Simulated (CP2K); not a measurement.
Write the native input for CP2K 2026.2 that does the following.

```
Task                                : single point
Functional                          : PBEsol
Potentials or basis                 : POTENTIAL_UZH Pt GTH-PBE-q18; TZVP-MOLOPT-PBE-GTH basis
Density cutoff                      : 6123 eV
k mesh                              : 11 × 11 × 6
Occupations                         : fermi-dirac, width 0.05 eV
Spin                                : no spin polarisation
SCF solver                          : diagonalisation with k points
Quickstep method                    : GPW
EPS_DEFAULT                         : 1.0E-10
EPS_SCF                             : 1.0E-6
MAX_SCF                             : 100
SCF_GUESS                           : ATOMIC
k points reduced by the point group : yes
Mesh centred on Gamma               : yes
CHOLESKY                            : OFF
EPS_EIGVAL                          : 1.0E-7
MIXING METHOD                       : BROYDEN_MIXING
MIXING ALPHA                        : 0.4
NBUFFER                             : 8
NGRIDS                              : 5
Basis sets                          : Pt TZVP-MOLOPT-PBE-GTH-q18
Potentials                          : Pt GTH-PBE-q18 of POTENTIAL_UZH
ADDED_MOS                           : [16]
REL_CUTOFF (Ry)                     : 60 Ry
MIXING BETA (1/bohr)                : 1.5 1/bohr
CUTOFF of the grids                 : 450 Ry
```

Crystal: Pt.

```xyz
2
Lattice="2.7607 0.0000 0.0000 -1.3803 2.3908 0.0000 0.0000 0.0000 4.7921" Properties=species:S:1:pos:R:3 pbc="T T T"
Pt   -0.0429    1.6448    1.2117
Pt    1.4132    0.7717    3.5624
```

This isn't the form of Pt at room conditions, which is fcc.

The cell isn't the ideal one: atoms moved at random, drawn with an rms of 0.05 Å.

The input as run:

pt_scf.inp

```
&GLOBAL
  PROJECT pt_scf
  RUN_TYPE ENERGY_FORCE
  PRINT_LEVEL LOW
&END GLOBAL
&FORCE_EVAL
  METHOD QS
  STRESS_TENSOR ANALYTICAL
  &DFT
    BASIS_SET_FILE_NAME BASIS_MOLOPT_UZH
    POTENTIAL_FILE_NAME POTENTIAL_UZH
    &MGRID
      CUTOFF 450
      REL_CUTOFF 60
      NGRIDS 5
    &END MGRID
    &QS
      METHOD GPW
      EPS_DEFAULT 1.0E-10
    &END QS
    &KPOINTS
      SCHEME MONKHORST-PACK 11 11 6
      GAMMA_CENTERED T
      SYMMETRY T
      SYMMETRY_BACKEND SPGLIB
    &END KPOINTS
    &SCF
      SCF_GUESS ATOMIC
      EPS_SCF 1.0E-6
      MAX_SCF 100
      ADDED_MOS 16
      CHOLESKY OFF
      EPS_EIGVAL 1.0E-7
      &DIAGONALIZATION ON
        ALGORITHM STANDARD
      &END DIAGONALIZATION
      &MIXING ON
        METHOD BROYDEN_MIXING
        ALPHA 0.4
        BETA 1.5
        NBUFFER 8
      &END MIXING
      &SMEAR ON
        METHOD FERMI_DIRAC
        ELECTRONIC_TEMPERATURE [K] 580.226
      &END SMEAR
    &END SCF
    &XC
      &XC_FUNCTIONAL
        &GGA_X_PBE_SOL
        &END GGA_X_PBE_SOL
        &GGA_C_PBE_SOL
        &END GGA_C_PBE_SOL
      &END XC_FUNCTIONAL
    &END XC
    &PRINT
      &KPOINTS ON
      &END KPOINTS
      &MULLIKEN ON
      &END MULLIKEN
      &MO ON
        ENERGIES T
        OCCUPATION_NUMBERS T
        &EACH
          QS_SCF 0
        &END EACH
        ADD_LAST NUMERIC
      &END MO
      &LOWDIN ON
      &END LOWDIN
      &HIRSHFELD ON
        SHAPE_FUNCTION DENSITY
      &END HIRSHFELD
    &END PRINT
  &END DFT
  &SUBSYS
    &CELL
      A 2.7606656158 0.0000000000 0.0000000000
      B -1.3803328079 2.3908065546 0.0000000000
      C 0.0000000000 0.0000000000 4.7921340000
      PERIODIC XYZ
    &END CELL
    &COORD
      SCALED
      Pt  0.3284440000 0.6879730000 0.2528560000
      Pt  0.6733180000 0.3227900000 0.7433810000
    &END COORD
    &KIND Pt
      BASIS_SET TZVP-MOLOPT-PBE-GTH-q18
      POTENTIAL GTH-PBE-q18
    &END KIND
    &PRINT
      &ATOMIC_COORDINATES ON
      &END ATOMIC_COORDINATES
      &CELL ON
      &END CELL
      &SYMMETRY ON
      &END SYMMETRY
    &END PRINT
  &END SUBSYS
  &PRINT
    &FORCES ON
    &END FORCES
    &STRESS_TENSOR ON
    &END STRESS_TENSOR
  &END PRINT
&END FORCE_EVAL
```

Potentials or basis: POTENTIAL_UZH Pt GTH-PBE-q18; TZVP-MOLOPT-PBE-GTH basis.

Command:

```bash
$ OMP_NUM_THREADS=1 cp2k.psmp -i pt_scf.inp -o pt_scf.out
```

It gave:

* Pressure: -10.1 GPa
* Largest force: 0.431 eV/Å
* Band gap on the k mesh: none (metal or under the smearing width)

Caveat: the potentials were made for another functional, which shifts forces and pressure; the basis of atomic orbitals isn't converged, which shifts pressures, moduli and gaps.

It took 77 s on 1 thread of AMD EPYC 9R45 96-Core Processor (Zen 5), with other jobs on the host, peak memory 0.56 GiB.
